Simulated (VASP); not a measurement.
# PbS (Galena) (Fm-3m) in VASP: settings compared

One crystal, PbS (Galena), is run at these levels: PBEsol, PBE; tasks: single point.

Everything below comes from runs of VASP 6.6.1. Logs are shortened: lines on timing, memory, paths and dates and some standing lists are left out, and cuts for length are marked.

## Step 1: The structure

Symmetry: Fm-3m, No. 225, cubic system. The conventional cell has a = 5.931 Å, b = 5.931 Å, c = 5.931 Å, α = 90.00°, β = 90.00°, γ = 90.00°. Pb (site symmetry m-3m) is surrounded by 6 S at 2.97 Å. Around S (site symmetry m-3m) lie 6 Pb at 2.97 Å.

## Step 2: Single point, PBEsol

Input file run.py:

```python
from ase.calculators.vasp import Vasp
from ase.dft.bandgap import bandgap
from ase.spacegroup import crystal

atoms = crystal(
    ['Pb', 'S'],
    basis=[[0.0, 0.0, 0.0], [0.5, 0.0, 0.0]],
    spacegroup=225,
    setting=1,
    cellpar=[5.9315, 5.9315, 5.9315, 90.0, 90.0, 90.0],
    primitive_cell=True,
)
calc = Vasp(
    directory='calc',
    xc='pbesol',
    pp='PBE',
    setups='minimal',
    prec='Accurate',
    encut=500,
    ediff=1e-06,
    ismear=0,
    sigma=0.05,
    lreal=False,
    lasph=True,
    nelm=60,
    algo='Fast',
    isif=2,
    lwave=False,
    lcharg=False,
    kpts=[8, 8, 8],
    gamma=True,
    nbands=12,
)
atoms.calc = calc

print('energy (eV):', atoms.get_potential_energy())
print('free energy (eV):', atoms.get_potential_energy(force_consistent=True))
print('forces (eV/A):')
print(atoms.get_forces())
print('stress (eV/A^3, Voigt):', atoms.get_stress())
print('Fermi level (eV):', calc.get_fermi_level())
gap, top, bottom = bandgap(calc)
print('band gap (eV):', gap, 'from (spin, k, band)', top, 'to', bottom)
```

Potentials or basis: VASP PAW PBE potentials, release 64 (Pb, S).

Launch:

```bash
python run.py
```

The log of the run:

```text
energy (eV): -9.49399362
free energy (eV): -9.49399408
forces (eV/A):
[[-0.  0. -0.]
 [ 0. -0.  0.]]
stress (eV/A^3, Voigt): [ 0.00677264  0.00677264  0.00677264 -0.          0.         -0.        ]
Fermi level (eV): 4.46695218
band gap (eV): 0.24870000000000037 from (spin, k, band) (0, np.int64(4), np.int64(4)) to (0, np.int64(4), np.int64(5))
```

OUTCAR:

```text
ENCUT = 500.000000
   EDIFF = 1.00e-06
   GGA = PS
   PREC = Accurate
   ISIF = 2
   ISMEAR = 0
   NELM = 60
   LASPH = .TRUE.
   LREAL = .FALSE.

 ion  position               nearest neighbor table
   1  0.000  0.000  0.000-   2 2.97   2 2.97   2 2.97   2 2.97   2 2.97   2 2.97
   2  0.500  0.500  0.500-   1 2.97   1 2.97   1 2.97   1 2.97   1 2.97   1 2.97

  LATTYP: Found a face centered cubic cell.
 ALAT       =     5.9315000000

  Lattice vectors:

 A1 = (   0.0000000000,   2.9657500000,   2.9657500000)
 A2 = (   2.9657500000,   0.0000000000,   2.9657500000)
 A3 = (   2.9657500000,   2.9657500000,   0.0000000000)

Analysis of symmetry for initial positions (statically):
=====================================================================
 Subroutine PRICEL returns:
 Original cell was already a primitive cell.

 Routine SETGRP: Setting up the symmetry group for a
 face centered cubic supercell.

 Subroutine GETGRP returns: Found 48 space group operations
 (whereof 48 operations were pure point group operations)
 out of a pool of 48 trial point group operations.

The static configuration has the point symmetry O_h .

Analysis of symmetry for dynamics (positions and initial velocities):
=====================================================================
 Subroutine PRICEL returns:
 Original cell was already a primitive cell.

 Routine SETGRP: Setting up the symmetry group for a
 face centered cubic supercell.

 Subroutine GETGRP returns: Found 48 space group operations
 (whereof 48 operations were pure point group operations)
 out of a pool of 48 trial point group operations.

The dynamic configuration has the point symmetry O_h .

 Subroutine INISYM returns: Found 48 space group operations
 (whereof 48 operations are pure point group operations),
 and found     1 'primitive' translations

----------------------------------------------------------------------------------------

                                     Primitive cell

  volume of cell :      52.1715

  direct lattice vectors                    reciprocal lattice vectors
     0.000000000  2.965750000  2.965750000    -0.168591419  0.168591419  0.168591419
     2.965750000  0.000000000  2.965750000     0.168591419 -0.168591419  0.168591419
     2.965750000  2.965750000  0.000000000     0.168591419  0.168591419 -0.168591419

  length of vectors
     4.194203873  4.194203873  4.194203873     0.292008903  0.292008903  0.292008903

  position of ions in fractional coordinates (direct lattice)
     0.000000000  0.000000000  0.000000000
     0.500000000  0.500000000  0.500000000

  ion indices of the primitive-cell ions
   primitive index   ion index
                 1           1
                 2           2

----------------------------------------------------------------------------------------

 KPOINTS: KPOINTS created by Atomic Simulation Env

Automatic generation of k-mesh.
 Grid dimensions read from file:
 generate k-points for:    8    8    8

 Generating k-lattice:

  Cartesian coordinates                     Fractional coordinates (reciprocal lattice)
    -0.021073927  0.021073927  0.021073927     0.125000000  0.000000000  0.000000000
     0.021073927 -0.021073927  0.021073927     0.000000000  0.125000000  0.000000000
     0.021073927  0.021073927 -0.021073927     0.000000000  0.000000000  0.125000000

[... 44 lines left out ...]
   total plane-waves  NPLWV =  32768
   dimension x,y,z NGX =    32 NGY =   32 NGZ =   32
   dimension x,y,z NGXF=    64 NGYF=   64 NGZF=   64
   ions per type =               1   1
   NGX,Y,Z   is equivalent  to a cutoff of  12.68, 12.68, 12.68 a.u.
   NGXF,Y,Z  is equivalent  to a cutoff of  25.37, 25.37, 25.37 a.u.
 SYSTEM =  unknown system
   PREC   = accura    normal or accurate (medium, high low for compatibility)
   ISTART =      0    job   : 0-new  1-cont  2-samecut
   ICHARG =      2    charge: 1-file 2-atom 10-const
   ISPIN  =      1    spin polarized calculation?
   LNONCOLLINEAR =      F non collinear calculations
   LSORBIT =      F    spin-orbit coupling
   LASPH  =      T    aspherical Exc in radial PAW
   ENCUT  =  500.0 eV  36.75 Ry    6.06 a.u.   7.65  7.65  7.65*2*pi/ulx,y,z
   NELM   =     60;   NELMIN=  2; NELMDL= -5     # of ELM steps
   EDIFF  = 0.1E-05   stopping-criterion for ELM
   LREAL  =      F    real-space projection
   EDIFFG = 0.1E-04   stopping-criterion for IOM
   NSW    =      0    number of steps for IOM
   IBRION =     -1    ionic relax: 0-MD 1-quasi-New 2-CG
   NFREE  =      0    steps in history (QN), initial steepest desc. (CG)
   ISIF   =      2    stress and relaxation
   ISYM   =      2    0-nonsym 1-usesym 2-fastsym
   POTIM  = 0.5000    time-step for ionic-motion
   TEBEG  =    0.0;   TEEND  =   0.0 temperature during run
   PSTRESS=    0.0 pullay stress
   NELECT =      10.0000    total number of electrons
   NUPDOWN=      -1.0000    fix difference up-down
   EMIN   =  10.00;   EMAX   =-10.00  energy-range for DOS
   EFERMI =   0.00;   METHOD = LEGACY
   ISMEAR =     0;   SIGMA  =   0.05  broadening in eV -4-tet -1-fermi 0-gaus
   EFERMI_NEDOS =   21; number of points for ismear=-14 and -15
   IALGO  =     68    algorithm
   IMIX   =      4    mixing-type and parameters
     AMIX     =   0.40;   BMIX     =  1.00
     AMIX_MAG =   1.60;   BMIX_MAG =  1.00
  volume/ion in A,a.u.               =      26.09       176.04
  Fermi-wavevector in a.u.,A,eV,Ry     =   0.943909  1.783730 12.122313  0.890965
  Thomas-Fermi vector in A             =   2.071663
   LORBIT       =      0    0 simple, 1 ext, 2 COOP (PROOUT), +10 PAW based schemes
   GGA     = PS    functional components
   LHFCALC =     F    Hartree Fock is set to
   AEXX    =    0.0000 exact exchange contribution
   IVDW    =     0    specifies the selected vdW correction
   LEPSILON=     F    determine dielectric tensor
   LRPA    =     F    only Hartree local field effects (RPA)
 non-spin polarized calculation
 RMM-DIIS sequential band-by-band and
 Gauss-broadening in eV      SIGMA  =   0.05
  energy-cutoff  :      500.00
  volume of cell :       52.17
 maximum number of plane-waves:      1363
   NGX = 15   NGY = 15   NGZ = 15

 number of electron      10.0000000 magnetization

 number of electron       9.9999999 magnetization

 Free energy of the ion-electron system (eV)
  ---------------------------------------------------
  ext. energy  EPLUGINS =         0.00000000
  ---------------------------------------------------
  free energy    TOTEN  =        -9.49399408 eV

  energy without entropy =       -9.49399317  energy(sigma->0) =       -9.49399362

 E-fermi :   4.4670     XC(G=0):  -9.7859

 val. band max:        4.3426123353   @ k =   0.5000   0.0000   0.0000
 cond. band min:       4.5912920370   @ k =   0.5000   0.0000   0.0000
 fundamental gap:      0.2486797017
 Fermi energy:         4.4669521757

 k-point     1 :       0.0000    0.0000    0.0000
  band No.  band energies     occupation
      1      -9.2611      2.00000
      2      -1.7080      2.00000
      3       2.1696      2.00000
      4       2.1696      2.00000
      5       2.1696      2.00000
      6       9.5049      0.00000
      7       9.5049      0.00000
      8       9.5049      0.00000
      9      10.9419      0.00000
     10      10.9419      0.00000
     11      10.9419      0.00000
     12      12.7881      0.00000
[... 406 lines left out ...]
 k-point    29 :      -0.2500    0.5000    0.2500
  band No.  band energies     occupation
      1      -7.6457      2.00000
      2      -3.6473      2.00000
      3      -0.1409      2.00000
      4      -0.1409      2.00000
      5       3.3137      2.00000
      6       6.4592      0.00000
      7       8.9356      0.00000
      8       8.9356      0.00000
      9      12.3844      0.00000
     10      12.3844      0.00000
     11      15.9759      0.00000
     12      16.5949      0.00000

------------------------ aborting loop because EDIFF is reached ----------------------------------------

  FORCE on cell =-STRESS in cart. coord.  units (eV):
  Direction    XX          YY          ZZ          XY          YZ          ZX
  --------------------------------------------------------------------------------------
  -------------------------------------------------------------------------------------
  Total       -0.3533391     -0.3533391     -0.3533391      0.0000000     -0.0000000     -0.0000000
  in kB      -10.8509730    -10.8509730    -10.8509730      0.0000000     -0.0000000     -0.0000000
  external PRESSURE =     -10.8509730 kB  Pullay stress =       0.0000000 kB

 VOLUME and BASIS-vectors are now :
 -----------------------------------------------------------------------------
  energy-cutoff  :      500.00
  volume of cell :       52.17
      direct lattice vectors                 reciprocal lattice vectors
     0.000000000  2.965750000  2.965750000    -0.168591419  0.168591419  0.168591419
     2.965750000  0.000000000  2.965750000     0.168591419 -0.168591419  0.168591419
     2.965750000  2.965750000  0.000000000     0.168591419  0.168591419 -0.168591419

 POSITION                                       TOTAL-FORCE (eV/Angst)
 -----------------------------------------------------------------------------------
      0.00000      0.00000      0.00000        -0.000000      0.000000     -0.000000
      2.96575      2.96575      2.96575         0.000000     -0.000000      0.000000
 -----------------------------------------------------------------------------------
    total drift:                               -0.000000     -0.000000      0.000000

  FREE ENERGIE OF THE ION-ELECTRON SYSTEM (eV)
  ---------------------------------------------------
  free  energy   TOTEN  =        -9.4939940752 eV

  energy  without entropy=       -9.4939931664  energy(sigma->0) =       -9.49399362
```

INCAR:

```text
ENCUT = 500.000000
SIGMA = 0.050000
EDIFF = 1.00e-06
ALGO = Fast
GGA = PS
PREC = Accurate
ISIF = 2
ISMEAR = 0
NBANDS = 12
NELM = 60
LASPH = .TRUE.
LCHARG = .FALSE.
LWAVE = .FALSE.
LREAL = .FALSE.
```

Wall time 17 s (1 thread of Intel Xeon 6975P-C (Granite Rapids), shared host); peak memory 0.17 GiB.

Results:

```yaml
Free_energy: -9.4940 eV
Pressure: -1.1 GPa
Band_gap_on_the_k_mesh: 0.25 eV, direct
```

Levels at points of the mesh, in eV from the valence-band top:
```csv
k point,band 1,band 2,band 3,band 4,band 5,band 6,band 7,band 8,band 9,band 10
"(0.00, 0.00, 0.00)",-13.60,-6.05,-2.17,-2.17,-2.17,5.16,5.16,5.16,6.60,6.60
"(0.50, 0.00, 0.00)",-12.33,-8.91,-1.80,-1.80,0.00,0.25,1.89,1.89,8.41,10.11
"(0.50, 0.50, 0.00)",-12.07,-7.23,-5.26,-3.47,-3.47,3.71,5.53,5.64,5.64,10.87
```

Caveat: the PAW data sets were made with another functional, which shifts forces and pressure a little; spin-orbit coupling is left out, which as a rule narrows the gap of such compounds by several tenths of an eV. A k mesh can miss the band edges.

[end of part 1 of 2]
